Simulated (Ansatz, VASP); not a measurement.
**HfO2 in VASP and in Ansatz**

The input POSCAR:

```
HfO2
1.0
    1.0000140832      3.1429014044      3.1429014044
    3.1429014044      1.0000140832      3.1429014044
    3.1429014044      3.1429014044      1.0000140832
Hf O
1 2
Direct
    0.0000000000      0.0000000000      0.0000000000
    0.2500000000      0.2500000000      0.2500000000
    0.7500000000      0.7500000000      0.7500000000
```

File INCAR.step1:

```
  ALGO = Normal
  EDIFF = 1E-4
  ENCUT = 520
  GGA = PE
  ISMEAR = 0
  LASPH = True
  LCHARG = False
  LREAL = False
  LWAVE = True
  NBANDS = 18
  NELM = 60
  PREC = Accurate
  SIGMA = 0.05
```

INCAR.step2

```
  ALGO = Normal
  EDIFF = 1E-6
  ENCUT = 520
  ISIF = 2
  ISMEAR = 0
  ISTART = 1
  LASPH = True
  LCHARG = False
  LMIXTAU = True
  LREAL = False
  LWAVE = False
  METAGGA = R2SCAN
  NBANDS = 18
  NELM = 60
  PREC = Accurate
  SIGMA = 0.05
```

The input KPOINTS:

```
k-points
0
Gamma
  8 8 8
```

Input for Ansatz:

```yaml
crystal:
  lattice:
    - [1.0000140832, 3.1429014044, 3.1429014044]
    - [3.1429014044, 1.0000140832, 3.1429014044]
    - [3.1429014044, 3.1429014044, 1.0000140832]
  atoms:
    - { symbol: Hf, position: [0.0, 0.0, 0.0] }
    - { symbol: O, position: [0.25, 0.25, 0.25] }
    - { symbol: O, position: [0.75, 0.75, 0.75] }
basis:
  ecutwfc: 500
kpoints:
  mp_grid: { grid: [8, 8, 8] }
hamiltonian:
  xc: r2scan
scf:
  occupations: { method: gaussian, width: 0.05 }
output:
  forces: true
  stress: true
  eigenvalues: true
```

Alike in both runs: task single point; functional r2SCAN; k mesh 8 × 8 × 8; occupations gaussian, width 0.05 eV; no spin polarisation.

|  | VASP | Ansatz |
| --- | --- | --- |
| version | VASP 6.6.1 | Ansatz 0.2.0 |
| potentials or method | VASP PAW PBE potentials, release 64 (Hf_pv, O) | scalar-relativistic, plane waves, PAW |
| plane-wave cutoff (eV) | 520 | 500 |
| valence electrons in the cell | 22 | 38 |

```csv
,VASP,Ansatz,Ansatz less VASP
gap on the k mesh at the Fermi level (eV),4.00,3.93,-0.076
least direct gap on the mesh (eV),4.68,4.60,-0.076
rms of the force components (eV/Å),0.328,0.207,-0.1202
```

Atom by atom the forces differ by 0.120 eV/Å (rms over components). The two sets of potentials don't hold the same shells in valence.

Caveats: the PAW data sets were made with another functional, which shifts forces and pressure a little (VASP); spin-orbit coupling is left out, which moves the levels of the heavy elements. A k mesh can miss the band edges. r2SCAN opens gaps a little over a GGA but as a rule still falls short of measured ones.
